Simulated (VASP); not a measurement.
# KI (Pm-3m) in VASP: further runs

One crystal, KI, is run at these levels: r2SCAN; tasks: single point.

Everything below comes from runs of VASP 6.6.1. Logs are shortened: lines on timing, memory, paths and dates and some standing lists are left out, and cuts for length are marked.

## Step 1: The structure

It takes space group Pm-3m (No. 221, cubic). The conventional cell has a = 4.291 Å, b = 4.291 Å, c = 4.291 Å, α = 90.00°, β = 90.00°, γ = 90.00°. I (site symmetry m-3m) is surrounded by 8 K at 3.72 Å. K (site symmetry m-3m) is surrounded by 8 I at 3.72 Å.

Measurements of this composition are mostly on another form, of space group No. 225.

## Step 2: Single point, r2SCAN

File INCAR:

```
SYSTEM = KI
ADDGRID = .False.
ALGO = Normal
EDIFF = 1E-6
ENCUT = 450
ISIF = 2
ISMEAR = 0
LASPH = .True.
LCHARG = .False.
LMIXTAU = .True.
LREAL = .False.
LWAVE = .False.
METAGGA = R2SCAN
NBANDS = 15
NELM = 100
PREC = Accurate
SIGMA = 0.05
```

File KPOINTS:

```
k-points
0
Gamma
  3 3 3
  0 0 0
```

File POSCAR:

```
KI
1.0
    4.2911966600      0.0000000000      0.0000000000
    0.0000000000      4.2911966600      0.0000000000
    0.0000000000      0.0000000000      4.2911966600
I K
1 1
Direct
    0.5000000000      0.5000000000      0.5000000000
    0.0000000000      0.0000000000      0.0000000000
```

Potentials or basis: VASP PAW PBE potentials, release 64 (I, K_sv).

On the command line:

```
cat potpaw_PBE.64/I/POTCAR potpaw_PBE.64/K_sv/POTCAR > POTCAR
mpirun -np 1 vasp_std > vasp.out
```

OUTCAR:

```text
SYSTEM = KI
   EDIFF = 1E-6
   ENCUT = 450
   ISIF = 2
   ISMEAR = 0
   LASPH = .True.
   LREAL = .False.
   METAGGA = R2SCAN
   NELM = 100
   PREC = Accurate

 Found      4 irreducible k-points:

 Following reciprocal coordinates:
            Coordinates               Weight
  0.000000  0.000000  0.000000      1.000000
  0.333333  0.000000  0.000000      6.000000
  0.333333  0.333333  0.000000     12.000000
  0.333333  0.333333  0.333333      8.000000
   k-points           NKPTS =      4   k-points in BZ     NKDIM =      4   number of bands    NBANDS=     15
   number of dos      NEDOS =    301   number of ions     NIONS =      2
   total plane-waves  NPLWV =  27000
   dimension x,y,z NGX =    30 NGY =   30 NGZ =   30
   dimension x,y,z NGXF=    60 NGYF=   60 NGZF=   60
   ions per type =               1   1
   NGX,Y,Z   is equivalent  to a cutoff of  11.62, 11.62, 11.62 a.u.
   NGXF,Y,Z  is equivalent  to a cutoff of  23.24, 23.24, 23.24 a.u.
 SYSTEM =  KI
   PREC   = accura    normal or accurate (medium, high low for compatibility)
   ISTART =      0    job   : 0-new  1-cont  2-samecut
   ICHARG =      2    charge: 1-file 2-atom 10-const
   ISPIN  =      1    spin polarized calculation?
   LNONCOLLINEAR =      F non collinear calculations
   LSORBIT =      F    spin-orbit coupling
   LASPH  =      T    aspherical Exc in radial PAW
   ENCUT  =  450.0 eV  33.07 Ry    5.75 a.u.   7.42  7.42  7.42*2*pi/ulx,y,z
   NELM   =    100;   NELMIN=  2; NELMDL= -5     # of ELM steps
   EDIFF  = 0.1E-05   stopping-criterion for ELM
   LREAL  =      F    real-space projection
   EDIFFG = 0.1E-04   stopping-criterion for IOM
   NSW    =      0    number of steps for IOM
   IBRION =     -1    ionic relax: 0-MD 1-quasi-New 2-CG
   NFREE  =      0    steps in history (QN), initial steepest desc. (CG)
   ISIF   =      2    stress and relaxation
   ISYM   =      2    0-nonsym 1-usesym 2-fastsym
   POTIM  = 0.5000    time-step for ionic-motion
   TEBEG  =    0.0;   TEEND  =   0.0 temperature during run
   PSTRESS=    0.0 pullay stress
   NELECT =      16.0000    total number of electrons
   NUPDOWN=      -1.0000    fix difference up-down
   EMIN   =  10.00;   EMAX   =-10.00  energy-range for DOS
   EFERMI =   0.00;   METHOD = LEGACY
   ISMEAR =     0;   SIGMA  =   0.05  broadening in eV -4-tet -1-fermi 0-gaus
   EFERMI_NEDOS =   21; number of points for ismear=-14 and -15
   IALGO  =     38    algorithm
   IMIX   =      4    mixing-type and parameters
     AMIX     =   0.40;   BMIX     =  1.00
     AMIX_MAG =   1.60;   BMIX_MAG =  1.00
  volume/ion in A,a.u.               =      39.51       266.63
  Fermi-wavevector in a.u.,A,eV,Ry     =   0.961324  1.816639 12.573738  0.924144
  Thomas-Fermi vector in A             =   2.090686
   LORBIT       =      0    0 simple, 1 ext, 2 COOP (PROOUT), +10 PAW based schemes
   METAGGA = R2SCAN    functional components
   LHFCALC =     F    Hartree Fock is set to
   AEXX    =    0.0000 exact exchange contribution
   IVDW    =     0    specifies the selected vdW correction
   LEPSILON=     F    determine dielectric tensor
   LRPA    =     F    only Hartree local field effects (RPA)
 non-spin polarized calculation
 Gauss-broadening in eV      SIGMA  =   0.05
  energy-cutoff  :      450.00
  volume of cell :       79.02
 maximum number of plane-waves:      1743
 NGX is ok and might be reduce to    30
   NGX = 15   NGY = 15   NGZ = 15

 number of electron      16.0000001 magnetization

 Free energy of the ion-electron system (eV)
  ---------------------------------------------------
  ext. energy  EPLUGINS =         0.00000000
  ---------------------------------------------------
  free energy    TOTEN  =       -33.81942589 eV

  energy without entropy =      -33.81942589  energy(sigma->0) =      -33.81942589

 E-fermi :   0.7069     XC(G=0):  -8.0390

 val. band max:        0.4633782455   @ k =   0.3333   0.3333   0.0000
 cond. band min:       4.6249752059   @ k =   0.0000   0.0000   0.0000
 fundamental gap:      4.1615969604
 Fermi energy:         0.7068796106

 k-point     1 :       0.0000    0.0000    0.0000
  band No.  band energies     occupation
      1     -30.0190      2.00000
      2     -12.7001      2.00000
      3     -12.7001      2.00000
      4     -12.7001      2.00000
      5     -10.8825      2.00000
      6       0.2312      2.00000
      7       0.2312      2.00000
      8       0.2312      2.00000
      9       4.6250      0.00000
     10       5.8397      0.00000
     11       5.8397      0.00000
     12       9.6741      0.00000
     13       9.6741      0.00000
     14       9.6741      0.00000
     15      11.7518      0.00000

 k-point     2 :       0.3333    0.0000    0.0000
  band No.  band energies     occupation
      1     -30.0157      2.00000
      2     -12.8218      2.00000
      3     -12.6917      2.00000
      4     -12.6917      2.00000
      5     -10.6456      2.00000
      6      -1.3280      2.00000
      7       0.2923      2.00000
      8       0.2923      2.00000
      9       6.1146      0.00000
     10       6.6387      0.00000
     11       7.9110      0.00000
     12       9.2373      0.00000
     13       9.5575      0.00000
     14       9.5575      0.00000
     15      10.0854      0.00000

 k-point     3 :       0.3333    0.3333    0.0000
  band No.  band energies     occupation
      1     -30.0125      2.00000
      2     -12.7869      2.00000
      3     -12.7600      2.00000
      4     -12.6850      2.00000
      5     -10.5546      2.00000
      6      -1.0661      2.00000
      7      -0.8840      2.00000
      8       0.4634      2.00000
      9       5.9194      0.00000
     10       6.8535      0.00000
     11       8.3141      0.00000
     12       8.8722      0.00000
     13       8.9141      0.00000
     14       9.3091      0.00000
     15      10.6225      0.00000

 k-point     4 :       0.3333    0.3333    0.3333
  band No.  band energies     occupation
      1     -30.0094      2.00000
      2     -12.7622      2.00000
      3     -12.7478      2.00000
      4     -12.7478      2.00000
      5     -10.4470      2.00000
      6      -0.8223      2.00000
      7      -0.8211      2.00000
      8      -0.8211      2.00000
      9       6.5398      0.00000
     10       7.0127      0.00000
     11       7.0127      0.00000
     12       8.9761      0.00000
     13       9.7643      0.00000
     14       9.7643      0.00000
     15      11.4490      0.00000

------------------------ aborting loop because EDIFF is reached ----------------------------------------

  FORCE on cell =-STRESS in cart. coord.  units (eV):
  Direction    XX          YY          ZZ          XY          YZ          ZX
  --------------------------------------------------------------------------------------
  -------------------------------------------------------------------------------------
  Total        0.1464046      0.1464046      0.1464046      0.0000000     -0.0000000      0.0000000
  in kB        2.9684526      2.9684526      2.9684526      0.0000000     -0.0000000      0.0000000
  external PRESSURE =       2.9684526 kB  Pullay stress =       0.0000000 kB

 VOLUME and BASIS-vectors are now :
 -----------------------------------------------------------------------------
  energy-cutoff  :      450.00
  volume of cell :       79.02
      direct lattice vectors                 reciprocal lattice vectors
     4.291196660  0.000000000  0.000000000     0.233035230  0.000000000  0.000000000
     0.000000000  4.291196660  0.000000000     0.000000000  0.233035230  0.000000000
     0.000000000  0.000000000  4.291196660     0.000000000  0.000000000  0.233035230

 POSITION                                       TOTAL-FORCE (eV/Angst)
 -----------------------------------------------------------------------------------
      2.14560      2.14560      2.14560         0.000000      0.000000      0.000000
      0.00000      0.00000      0.00000         0.000000      0.000000      0.000000
 -----------------------------------------------------------------------------------
    total drift:                                0.000000     -0.000000     -0.000000

  FREE ENERGIE OF THE ION-ELECTRON SYSTEM (eV)
  ---------------------------------------------------
  free  energy   TOTEN  =       -33.8194258877 eV

  energy  without entropy=      -33.8194258877  energy(sigma->0) =      -33.81942589
```

Wall time 29 s (1 thread of Intel Xeon Platinum 8259CL at 2.50GHz (Skylake/Cascade Lake), shared host); peak memory 0.17 GiB.

These settings aren't checked as converged: the numbers below hold their error.

What came out:

```
Free energy            : -33.8194 eV
Pressure               : 0.3 GPa
Band gap on the k mesh : 4.16 eV, indirect (least direct gap 4.39 eV)
```

Caveat: the k mesh is coarse (spacing up to 0.49 Å⁻¹), so the values aren't converged; the PAW data sets were made with another functional, which shifts forces and pressure a little; spin-orbit coupling is left out, which moves the levels of the heavy elements; an odd mesh through Γ misses points on the zone boundary, where band edges often lie.

## Step 3: Single point, r2SCAN

INCAR is that of step 2.

KPOINTS is that of step 2.

File POSCAR:

```
KI
1.0
    4.2911966600      0.0000000000      0.0000000000
    0.0000000000      4.2911966600      0.0000000000
    0.0000000000      0.0000000000      4.2911966600
I K
1 1
Direct
    0.5065330000      0.4906340000      0.4946390000
   -0.0062690000      0.0032140000     -0.0010130000
```

Potentials or basis: VASP PAW PBE potentials, release 64 (I, K_sv).

On the command line:

```
cat potpaw_PBE.64/I/POTCAR potpaw_PBE.64/K_sv/POTCAR > POTCAR
mpirun -np 1 vasp_std > vasp.out
```

OUTCAR:

```text
SYSTEM = KI
   EDIFF = 1E-6
   ENCUT = 450
   ISIF = 2
   ISMEAR = 0
   LASPH = .True.
   LREAL = .False.
   METAGGA = R2SCAN
   NELM = 100
   PREC = Accurate

 Found     14 irreducible k-points:

 Following reciprocal coordinates:
            Coordinates               Weight
  0.000000  0.000000  0.000000      1.000000
  0.333333  0.000000  0.000000      2.000000
  0.000000  0.333333  0.000000      2.000000
  0.000000  0.000000  0.333333      2.000000
  0.333333  0.333333  0.000000      2.000000
  0.000000  0.333333  0.333333      2.000000
   k-points           NKPTS =     14   k-points in BZ     NKDIM =     14   number of bands    NBANDS=     15
   number of dos      NEDOS =    301   number of ions     NIONS =      2
   total plane-waves  NPLWV =  27000
   dimension x,y,z NGX =    30 NGY =   30 NGZ =   30
   dimension x,y,z NGXF=    60 NGYF=   60 NGZF=   60
   ions per type =               1   1
   NGX,Y,Z   is equivalent  to a cutoff of  11.62, 11.62, 11.62 a.u.
   NGXF,Y,Z  is equivalent  to a cutoff of  23.24, 23.24, 23.24 a.u.
 SYSTEM =  KI
   PREC   = accura    normal or accurate (medium, high low for compatibility)
   ISTART =      0    job   : 0-new  1-cont  2-samecut
   ICHARG =      2    charge: 1-file 2-atom 10-const
   ISPIN  =      1    spin polarized calculation?
   LNONCOLLINEAR =      F non collinear calculations
   LSORBIT =      F    spin-orbit coupling
   LASPH  =      T    aspherical Exc in radial PAW
   ENCUT  =  450.0 eV  33.07 Ry    5.75 a.u.   7.42  7.42  7.42*2*pi/ulx,y,z
   NELM   =    100;   NELMIN=  2; NELMDL= -5     # of ELM steps
   EDIFF  = 0.1E-05   stopping-criterion for ELM
   LREAL  =      F    real-space projection
   EDIFFG = 0.1E-04   stopping-criterion for IOM
   NSW    =      0    number of steps for IOM
   IBRION =     -1    ionic relax: 0-MD 1-quasi-New 2-CG
   NFREE  =      0    steps in history (QN), initial steepest desc. (CG)
   ISIF   =      2    stress and relaxation
   ISYM   =      2    0-nonsym 1-usesym 2-fastsym
   POTIM  = 0.5000    time-step for ionic-motion
   TEBEG  =    0.0;   TEEND  =   0.0 temperature during run
   PSTRESS=    0.0 pullay stress
   NELECT =      16.0000    total number of electrons
   NUPDOWN=      -1.0000    fix difference up-down
   EMIN   =  10.00;   EMAX   =-10.00  energy-range for DOS
   EFERMI =   0.00;   METHOD = LEGACY
   ISMEAR =     0;   SIGMA  =   0.05  broadening in eV -4-tet -1-fermi 0-gaus
   EFERMI_NEDOS =   21; number of points for ismear=-14 and -15
   IALGO  =     38    algorithm
   IMIX   =      4    mixing-type and parameters
[... 22 lines left out ...]
 Free energy of the ion-electron system (eV)
  ---------------------------------------------------
  ext. energy  EPLUGINS =         0.00000000
  ---------------------------------------------------
  free energy    TOTEN  =       -33.81747747 eV

  energy without entropy =      -33.81747747  energy(sigma->0) =      -33.81747747

 E-fermi :   0.6912     XC(G=0):  -8.0382

 val. band max:        0.4625456892   @ k =   0.0000  -0.3333   0.3333
 cond. band min:       4.6249693227   @ k =   0.0000   0.0000   0.0000
 fundamental gap:      4.1624236334
 Fermi energy:         0.6912059285

 k-point     1 :       0.0000    0.0000    0.0000
  band No.  band energies     occupation
      1     -30.0190      2.00000
      2     -12.7009      2.00000
      3     -12.7001      2.00000
      4     -12.7000      2.00000
      5     -10.8825      2.00000
      6       0.2293      2.00000
      7       0.2300      2.00000
      8       0.2307      2.00000
      9       4.6250      0.00000
     10       5.8407      0.00000
     11       5.8460      0.00000
     12       9.6714      0.00000
     13       9.6777      0.00000
     14       9.6789      0.00000
[... 77 lines left out ...]
      2     -12.7875      2.00000
      3     -12.7600      2.00000
      4     -12.6851      2.00000
      5     -10.5547      2.00000
      6      -1.0664      2.00000
      7      -0.8847      2.00000
      8       0.4625      2.00000
      9       5.9186      0.00000
     10       6.8546      0.00000
     11       8.3139      0.00000
     12       8.8766      0.00000
     13       8.9231      0.00000
     14       9.2961      0.00000
     15      10.6340      0.00000

 [... further k-points ...]

------------------------ aborting loop because EDIFF is reached ----------------------------------------

  FORCE on cell =-STRESS in cart. coord.  units (eV):
  Direction    XX          YY          ZZ          XY          YZ          ZX
  --------------------------------------------------------------------------------------
  -------------------------------------------------------------------------------------
  Total        0.1665052      0.1668220      0.1683875     -0.0116041      0.0039442     -0.0041364
  in kB        3.3760045      3.3824295      3.4141707     -0.2352802      0.0799719     -0.0838681
  external PRESSURE =       3.3908683 kB  Pullay stress =       0.0000000 kB

 VOLUME and BASIS-vectors are now :
 -----------------------------------------------------------------------------
  energy-cutoff  :      450.00
  volume of cell :       79.02
      direct lattice vectors                 reciprocal lattice vectors
     4.291196660  0.000000000  0.000000000     0.233035230  0.000000000  0.000000000
     0.000000000  4.291196660  0.000000000     0.000000000  0.233035230  0.000000000
     0.000000000  0.000000000  4.291196660     0.000000000  0.000000000  0.233035230

 POSITION                                       TOTAL-FORCE (eV/Angst)
 -----------------------------------------------------------------------------------
      2.17363      2.10541      2.12259        -0.033939      0.033085      0.011904
      4.26430      0.01379      4.28685         0.033939     -0.033085     -0.011904
 -----------------------------------------------------------------------------------
    total drift:                               -0.000279     -0.000818     -0.000027

  FREE ENERGIE OF THE ION-ELECTRON SYSTEM (eV)
  ---------------------------------------------------
  free  energy   TOTEN  =       -33.8174774659 eV

  energy  without entropy=      -33.8174774659  energy(sigma->0) =      -33.81747747
```

OSZICAR:

```text
N       E                     dE             d eps       ncg     rms          rms(c)
DAV:   1     0.506015427380E+02    0.50602E+02   -0.62141E+03   420   0.845E+02
DAV:   2    -0.322628032087E+02   -0.82864E+02   -0.77028E+02   532   0.211E+02
DAV:   3    -0.368662635831E+02   -0.46035E+01   -0.45755E+01   618   0.427E+01
[... 12 lines left out ...]
DAV:  16    -0.338174545084E+02    0.74341E-05   -0.23559E-05   490   0.534E-02    0.152E-02
DAV:  17    -0.338174632928E+02   -0.87844E-05   -0.80644E-06   602   0.268E-02    0.119E-02
DAV:  18    -0.338174748047E+02   -0.11512E-04   -0.80129E-06   658   0.291E-02    0.897E-03
DAV:  19    -0.338174774742E+02   -0.26696E-05   -0.65624E-07   364   0.840E-03    0.970E-03
DAV:  20    -0.338174774659E+02    0.83430E-08   -0.12615E-07   336   0.327E-03
   1 F= -.33817477E+02 E0= -.33817477E+02  d E =-.970523E-11
```

Run time: 65 s. Hardware: 1 thread of Intel Xeon Platinum 8259CL at 2.50GHz (Skylake/Cascade Lake), shared host; peak memory 0.17 GiB.

These settings aren't checked as converged: the numbers below hold their error.

Results:

* Free energy: -33.8175 eV
* Pressure: 0.3 GPa
* Largest force: 0.049 eV/Å
* Band gap on the k mesh: 4.16 eV, indirect (least direct gap 4.39 eV)

Caveat: the k mesh is coarse (spacing up to 0.49 Å⁻¹), so the values aren't converged; the PAW data sets were made with another functional, which shifts forces and pressure a little; spin-orbit coupling is left out, which moves the levels of the heavy elements; an odd mesh through Γ misses points on the zone boundary, where band edges often lie.
